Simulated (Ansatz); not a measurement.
## An added B started as a split pair with a N atom in zincblende BN, 65 atoms, charge +2

All numbers come from Ansatz (PAW, plane waves, no spin–orbit coupling) at the single k point (¼, ¼, ¼) without its symmetry partners. The atoms were relaxed with PBEsol in a fixed cell; other functionals are single points on those atoms unless said otherwise. The valence top and gap of the host come from its small cell on a dense mesh, with the band extrema sought between the mesh points, lined up by the mean potential, PBEsol gap 4.30 eV, r²SCAN gap 5.01 eV. The charge correction uses an assumed dielectric constant of 7.1.

Relaxed structure:

```
CELL_PARAMETERS angstrom
7.21159 0.00000 0.00000
0.00000 7.21159 0.00000
0.00000 0.00000 7.21159
ATOMIC_POSITIONS crystal
B 0.99689 0.00051 0.00038
B 0.00163 0.00107 0.49438
B 0.00164 0.49448 0.00095
B 0.99724 0.49886 0.49873
B 0.49421 0.00172 0.00159
B 0.49568 0.00034 0.49911
B 0.49568 0.49922 0.00022
B 0.49461 0.49411 0.49400
B 0.24710 0.24897 0.99961
B 0.24701 0.24888 0.49794
B 0.24930 0.74870 0.00167
B 0.25046 0.74941 0.49694
B 0.74718 0.24709 0.00146
B 0.74650 0.24570 0.49686
B 0.74201 0.75416 0.00750
B 0.74539 0.74974 0.47106
B 0.24710 0.99974 0.24886
B 0.24929 0.00177 0.74857
B 0.24702 0.49807 0.24876
B 0.25044 0.49706 0.74929
B 0.74720 0.00159 0.24695
B 0.74197 0.00764 0.75402
B 0.74652 0.49701 0.24559
B 0.74538 0.47118 0.74957
B 0.99781 0.24901 0.24890
B 0.99900 0.24581 0.74938
B 0.99901 0.74952 0.24569
B 0.02571 0.75050 0.75045
B 0.49619 0.24888 0.24875
B 0.49434 0.24693 0.74850
B 0.49436 0.74863 0.24682
B 0.48846 0.75421 0.75410
B 0.80010 0.69706 0.69692
N 0.12219 0.12460 0.12449
N 0.12249 0.12302 0.62405
N 0.12252 0.62419 0.12291
N 0.12853 0.62336 0.62325
N 0.62194 0.12520 0.12506
N 0.62100 0.12474 0.62416
N 0.62103 0.62428 0.12460
N 0.61787 0.62842 0.62829
N 0.37209 0.37440 0.12440
N 0.37362 0.37404 0.62399
N 0.37152 0.87476 0.12508
N 0.37200 0.87567 0.62413
N 0.87262 0.37416 0.12286
N 0.87333 0.36846 0.62326
N 0.87244 0.87570 0.12459
N 0.86803 0.87893 0.62833
N 0.37208 0.12454 0.37429
N 0.37150 0.12520 0.87463
N 0.37364 0.62411 0.37392
N 0.37200 0.62425 0.87556
N 0.87262 0.12298 0.37404
N 0.87243 0.12473 0.87555
N 0.87333 0.62342 0.36832
N 0.86809 0.62848 0.87881
N 0.12201 0.37469 0.37456
N 0.12267 0.37408 0.87299
N 0.12268 0.87312 0.37397
N 0.12632 0.87642 0.87630
N 0.62348 0.37396 0.37383
N 0.62037 0.37052 0.87610
N 0.62037 0.87624 0.37039
N 0.61908 0.87753 0.87740
```

Chemical potentials μ are those of reference phases of the elements at zero temperature by the same functional (the usual solids, diamond for C, grey Sn, and the molecules H2, N2, O2, F2, Cl2, Br2 and S8).

```tsv
functional	E(defect) − E(host) − Σ nμ + q·E_VBM (eV)	monopole (eV)	alignment (eV)	formation energy at E_F = VBM (eV)	moment (μB)	wall time, shared host
PBEsol	5.32	1.60	0.12	7.04	1.0	90 s on 7 threads of Neoverse-V2 (relaxation)
r²SCAN	5.40	1.60	0.12	7.12	1.0	30 s on 7 threads of Neoverse-V2
```

How does the monopole term follow by hand for this cubic cell?

q²·α·e²/(4πε₀)/(2εL) with the Madelung constant α = 2.837 and e²/4πε₀ = 14.40 eV·Å: 4 × 2.837 × 14.40 / (2 × 7.1 × 7.212) = 1.60 eV.

r²SCAN one-electron levels near the gap (the ten most localised at most), from the host's valence top, not corrected for the charge's images:

```
level (eV)  spin  filling  atoms sharing it  element of the atom with most weight
      2.45    up     1.00               5.5                                     B
      4.54  down     0.00               8.2                                     B
```

All elements are taken at their own reference at once; growth conditions in equilibrium with the host shift these energies, by up to the host's formation enthalpy.

One k point and a cell of this size can leave errors of several tenths of an eV in such numbers.
